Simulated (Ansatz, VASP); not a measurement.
**Cd: VASP beside Ansatz**

```
Cd
1.0
     4.06743    0.00000    0.00000
    -2.03371    3.52250    0.00000
     0.00000    0.00000    4.61463
Cd
3
Direct
  0.22540 0.00000 0.33333
  0.00000 0.22540 0.66667
  0.77460 0.77460 0.00000
```

Alike in both runs: task single point; functional PBEsol; k mesh 6 × 6 × 4; occupations gaussian, width 0.1 eV; no spin polarisation.

```csv
,VASP,Ansatz
version,VASP 6.6.1,Ansatz 0.2.0
potentials or method,"VASP PAW PBE potentials, release 64 (Cd)","scalar-relativistic, plane waves, PAW"
plane-wave cutoff (eV),520,420
valence electrons in the cell,36,60
```

|  | VASP | Ansatz | Ansatz less VASP |
| --- | --- | --- | --- |
| gap on the k mesh at the Fermi level (eV) | none | none | - |
| rms of the force components (eV/Å) | 5.374 | 5.078 | -0.2959 |

Atom by atom the forces differ by 0.296 eV/Å (rms over components). A gap of «none» marks a metal or a gap that the smearing closes. The two sets of potentials don't hold the same shells in valence.

Caveats: the PAW data sets were made with another functional, which shifts forces and pressure a little (VASP).
